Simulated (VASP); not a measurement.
Set up this calculation in VASP 6.6.1, as the native input.

* Task: relaxation of cell and atoms
* Functional: PBE
* Potentials or basis: VASP PAW PBE potentials, release 64 (Ti_sv, B)
* Cutoff: 600 eV
* k mesh: 15 × 15 × 14
* Occupations: gaussian, width 0.1 eV
* Spin: no spin polarisation
* Dipole correction: no
* Further INCAR settings: ALGO = Normal; EDIFF = 1e-06; IBRION = 2; EDIFFG = -0.005; NSW = 100; ISIF = 3

The structure of TiB2 lies in POSCAR:

```
TiB2
1.0
    3.0291982016      0.0000000000      0.0000000000
   -1.5145991008      2.6233625957      0.0000000000
    0.0000000000      0.0000000000      3.2284000000
Ti B
1 2
Direct
    0.0000000000      0.0000000000      0.0000000000
    0.3333333333      0.6666666667      0.5000000000
    0.6666666667      0.3333333333      0.5000000000
```

The input as run:

INCAR

```
PREC = Accurate ; ENCUT = 600
EDIFF = 1E-6 ; ISMEAR = 0
SIGMA = 0.1 ; LREAL = F
LASPH = T ; NELM = 100
ALGO = Normal ; ISIF = 3
LWAVE = F ; LCHARG = F
GGA = PE ; IBRION = 2
NSW = 100 ; EDIFFG = -0.005
```

KPOINTS

```
regular mesh
0
Gamma
  15 15 14
```

Potentials or basis: VASP PAW PBE potentials, release 64 (Ti_sv, B).

Launch:

```bash
$ cat potpaw_PBE.64/Ti_sv/POTCAR potpaw_PBE.64/B/POTCAR > POTCAR
$ mpirun -np 1 vasp_std > vasp.out
```

It gave:

```json
{
  "Relaxed volume": "8.56 Å³/atom",
  "Relaxed cell": "a = 3.033 Å, b = 3.033 Å, c = 3.224 Å, α = 90.00°, β = 90.00°, γ = 120.00°",
  "Space group after relaxing (to 0.05 Å)": "P6/mmm (No. 191)",
  "Energy gained by relaxing": "0.1 meV/atom",
  "Ionic steps": "4",
  "Pressure after relaxing": "0.0 GPa",
  "Band gap on the k mesh": "none (metal or under the smearing width)"
}
```

It took 89 s on 1 thread of Intel(R) Xeon(R) Platinum 8488C (Sapphire Rapids) (shared host), peak memory 0.22 GiB.
